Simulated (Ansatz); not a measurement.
Runs of Ansatz 0.2.0 on KF. The structure is cubic, space group Pm-3m (No. 221). The conventional cell has a = 3.259 Å, b = 3.259 Å, c = 3.259 Å, α = 90.00°, β = 90.00°, γ = 90.00°. K (site symmetry m-3m) has 8 F at 2.82 Å as nearest neighbours. Around F (site symmetry m-3m) lie 8 K at 2.82 Å. The cell comes from a database or a generator and needn't be the stable form of this composition.

| task | level | potentials or basis | spin | cell | cutoff (eV) | smearing | gap on the mesh (eV) | pressure (GPa) |
| --- | --- | --- | --- | --- | --- | --- | --- | --- |
| single point | PBE | Ansatz PAW | off | atoms moved at random, drawn with an rms of 0.05 Å | 420 | fermi-dirac 0.05 eV | 6.27 | 0.0 |
| projected density of states | r2SCAN+rVV10 | Ansatz PAW earlier set | collinear, random start | as given | 1300 | tetrahedron | 7.08 | -3.6 |
| single point | SVWN5 | JTH PAW LDA | off | volume scaled by 1.04 | 1500 | fermi-dirac 0.01 eV | (a) | -6.3 |
| single point | PBE | Ansatz PAW | off | as given | 420 | fermi-dirac 0.05 eV | 6.27 | 0.0 |

Alike in all rows: k mesh 8 × 8 × 8.

Task: Estimate the missing entries.

Result: (a) 5.66.

Caveats: the PAW data sets come from PBE, with cores solved anew for the run's functional, which leaves a small shift of forces and pressure (some runs); with tetrahedron occupations forces and stress needn't match the slope of the energy (some runs); the starting moments weren't kept (some runs).

A k mesh can miss the band edges.
